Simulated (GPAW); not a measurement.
The system is CdS (Hawleyite).

```
Cd S
1.0
     0.00000    2.91650    2.91650
     2.91650    0.00000    2.91650
     2.91650    2.91650    0.00000
Cd S
1 1
Direct
  0.00000 0.00000 0.00000
  0.75000 0.75000 0.75000
```

```yaml
Program: GPAW 26.7.0
Task: relaxation of cell and atoms
Functional: BLYP
Dispersion: D4
Potentials_or_basis: PAW data sets generated in the run's folder for this functional
Cutoff: 600 eV
Basis: pw
k_mesh: 8 × 8 × 8
Occupations: fermi-dirac, width 0.05 eV
Spin: no spin polarisation
```

At the start: pressure 1.4 GPa; volume 24.81 Å³/atom.

How do energy, volume and symmetry change on relaxing?

Over 3 steps the energy falls by 2.9 meV/atom and the volume is 25.40 Å³/atom (+2.4 %); space group F-43m (No. 216, to 0.05 Å).

Step by step:
| step | energy change (eV) | largest force (eV/Å) | pressure (GPa) | volume (Å³) |
| --- | --- | --- | --- | --- |
| 1 | 0.0000 | 0.0000 | 1.45 | 49.62 |
| 2 | -0.0020 | 0.0000 | 1.15 | 49.85 |
| 3 | -0.0057 | 0.0000 | 0.04 | 50.80 |

Final structure:
```xyz
2
Lattice="0.0000 2.9395 2.9395 2.9395 0.0000 2.9395 2.9395 2.9395 0.0000" Properties=species:S:1:pos:R:3 pbc="T T T"
Cd    0.0000    0.0000    0.0000
S     4.4093    4.4093    4.4093
```

Caveat: later steps reuse the first step's grids.
